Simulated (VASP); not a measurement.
The system is Pb.

```xyz
2
Lattice="0.0000 3.4390 3.4390 3.4390 0.0000 3.4390 3.4390 3.4390 0.0000" Properties=species:S:1:pos:R:3 pbc="T T T"
Pb    1.7195    1.7195    1.7195
Pb    0.0000    0.0000    0.0000
```

This isn't the form of Pb at room conditions, which is fcc.

```yaml
Program: VASP 6.6.1
Task: relaxation of cell and atoms
Functional: r2SCAN
Potentials_or_basis: VASP PAW PBE potentials, release 64 (Pb_d)
Cutoff: 600 eV
k_mesh: 6 × 6 × 6
Occupations: fermi-dirac, width 0.05 eV
Spin: no spin polarisation
```

At the start: pressure 1.2 GPa; volume 40.67 Å³/atom.

Where does the relaxation end?

Over 3 steps the energy falls by 5.4 meV/atom and the volume is 42.16 Å³/atom (+3.7 %); space group Fd-3m (No. 227, to 0.05 Å).

The path:
```csv
step,energy change (eV),largest force (eV/Å),pressure (GPa),volume (Å³)
1,0.0000,0.0000,1.20,81.34
2,-0.0103,0.0000,-0.23,84.97
3,-0.0107,0.0000,0.01,84.32
```

Final structure:
```cif
data_structure
_symmetry_space_group_name_H-M 'P 1'
_symmetry_Int_Tables_number 1
_cell_length_a 4.9220
_cell_length_b 4.9220
_cell_length_c 4.9220
_cell_angle_alpha 60.000
_cell_angle_beta 60.000
_cell_angle_gamma 60.000
_cell_volume 84.32
loop_
_atom_site_label
_atom_site_type_symbol
_atom_site_fract_x
_atom_site_fract_y
_atom_site_fract_z
_atom_site_occupancy
Pb1 Pb 0.25000 0.25000 0.25000 1
Pb2 Pb 0.00000 0.00000 0.00000 1
```

Caveat: the PAW data sets were made with another functional, which shifts forces and pressure a little.
